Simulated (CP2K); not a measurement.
As under changes of volume

One of the cells (19.764 Å³/atom); the others are scaled copies at fixed shape and fractional positions:

```
As
1.0
     2.70368    0.00000    0.00000
     0.00000    2.70368    0.00000
     0.00000    0.00000    2.70368
As
1
Direct
  0.50000 0.50000 0.50000
```

This isn't the form of As at room conditions, which is rhombohedral.

| Item | Value |
| --- | --- |
| Program | CP2K 2026.2 |
| Functional | LDA |
| Potentials or basis | GTH_POTENTIALS As GTH-PADE-q5; TZVP-MOLOPT-PBE-GTH basis |
| Density cutoff | 6123 eV |
| k mesh | 10 × 10 × 10 |
| Occupations | fermi-dirac, width 0.1 eV |
| Spin | no spin polarisation |

```csv
volume (Å³/atom),energy over the lowest point (meV/atom),pressure (GPa)
18.578,3.62,2.6
18.973,0.00,0.5
19.368,1.31,-1.4
19.764,?,?
20.159,16.73,-4.6
20.554,29.96,-6.0
20.949,46.38,-7.2
```

Problem. What does the run at 19.764 Å³/atom give?

Solution. Energy over the lowest point 7.04 meV/atom; pressure -3.1 GPa.

Worked out: A Birch-Murnaghan fit of order 3 (a polynomial in V^(-2/3)) to the other rows has its minimum at 19.06 Å³/atom with B0 = V·E''(V) = 94 GPa and B' = 4.3. It gives 7.04 meV/atom at 19.764 Å³/atom, against the run's 7.04, and -dE/dV = -3.2 GPa, against -3.1.

Energies are extrapolated to zero smearing.

Caveats: the basis of atomic orbitals isn't converged, which shifts pressures, moduli and gaps.
